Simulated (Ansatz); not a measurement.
(100) slab cut from the bulk of TaC, 15 Å of vacuum:

```yaml
crystal:
  lattice:
    - [3.15505, 0.00000, 0.00000]
    - [0.00000, 3.15505, 0.00000]
    - [0.00000, 0.00000, 23.92382]
  atoms:
    - { symbol: Ta, position: [0.50000, 0.50000, 0.31350] }
    - { symbol: C, position: [0.00000, 0.00000, 0.31350] }
    - { symbol: Ta, position: [0.00000, 0.00000, 0.40675] }
    - { symbol: C, position: [0.50000, 0.50000, 0.40675] }
    - { symbol: Ta, position: [0.50000, 0.50000, 0.50000] }
    - { symbol: C, position: [0.00000, 0.00000, 0.50000] }
    - { symbol: Ta, position: [0.00000, 0.00000, 0.59325] }
    - { symbol: C, position: [0.50000, 0.50000, 0.59325] }
    - { symbol: Ta, position: [0.50000, 0.50000, 0.68650] }
    - { symbol: C, position: [0.00000, 0.00000, 0.68650] }
```

Theory: DFT r2SCAN, scalar-relativistic, plane waves, PAW in Ansatz 0.2.0. Plane waves to 500 eV, a k mesh through Γ of 11×11×1 on the computed 10-atom cell and Gaussian smearing (0.10 eV); no spin polarisation. A dipole correction removes the field between periodic images along c.

This base run converges in 9 iterations with a largest force of 2.660 eV/Å and a work function of 3.24 eV on the top face.

One setting at a time is then changed, some of them on purpose to poor values; changes count from the base run, energies are extrapolated to zero smearing, γ keeps the base's bulk energy, atoms stay where they are, a change of functional drops any dispersion correction, and risky runs are capped at 50 to 100 iterations.

(1) What happens with no dipole correction, vacuum of 8 Å?

(2) What happens with cutoff 550 eV?

(3) What happens with the slab thinned to 6 atoms (same faces, atoms at the bulk's places)?

(4) What happens with spin: collinear?

(5) What happens with k mesh 5×5×1?

Spin-orbit coupling is left out, which matters for the bands of heavy elements. In some of the runs (cutoff 120) charge leaks into the vacuum, so their work functions can be off.

## Answers

(1) It converges in 9 iterations; ΔE (meV/atom) -0.2, Δγ (J/m²) -0.001, largest force (eV/Å) 2.613, largest change of a force (eV/Å) 0.047.

(2) It converges in 9 iterations; ΔE (meV/atom) -0.6, Δφ top (eV) 0.00, largest force (eV/Å) 2.660, largest change of a force (eV/Å) 0.000.

(3) It converges in 8 iterations; ΔE (meV/atom) +189.1, Δγ (J/m²) +0.076, Δφ top (eV) +0.21, largest force (eV/Å) 2.598.

(4) It converges in 17 iterations; ΔE (meV/atom) 0.0, Δγ (J/m²) 0.000, Δφ top (eV) 0.00, largest force (eV/Å) 2.660, largest change of a force (eV/Å) 0.000.

(5) It converges in 8 iterations; ΔE (meV/atom) -4.0, Δγ (J/m²) -0.033, Δφ top (eV) +0.16, largest force (eV/Å) 2.827, largest change of a force (eV/Å) 0.410.

Cost: 10 runs of about 9.3 core-minutes in all, on Intel Xeon Processor @ 2.70GHz (shared hosts).